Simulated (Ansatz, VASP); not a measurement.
# Pd in VASP and in Ansatz

```
Pd
1.0
     2.73583    0.00000    0.00000
    -1.36792    2.36930    0.00000
     0.00000    0.00000    4.62568
Pd
2
Direct
  0.33333 0.66667 0.75000
  0.66667 0.33333 0.25000
```

Alike in both runs: functional r2SCAN; k mesh 18 × 18 × 10; occupations gaussian, width 0.05 eV; no spin polarisation.

Ansatz relaxed the structure, and its values are those at the end. VASP's run is a single point on that final structure, the one shown.

```csv
,VASP,Ansatz
version,VASP 6.6.1,Ansatz 0.2.0
potentials or method,"VASP PAW PBE potentials, release 64 (Pd)","scalar-relativistic, plane waves, PAW"
plane-wave cutoff (eV),520,600
valence electrons in the cell,20,36
```

|  | VASP | Ansatz | Ansatz less VASP |
| --- | --- | --- | --- |
| gap on the k mesh at the Fermi level (eV) | none | none | - |
| pressure (GPa) | 0.7 | 0.0 | -0.67 |

A gap of «none» marks a metal or a gap that the smearing closes. The two sets of potentials don't hold the same shells in valence.

Caveats: the PAW data sets were made with another functional, which shifts forces and pressure a little (VASP).
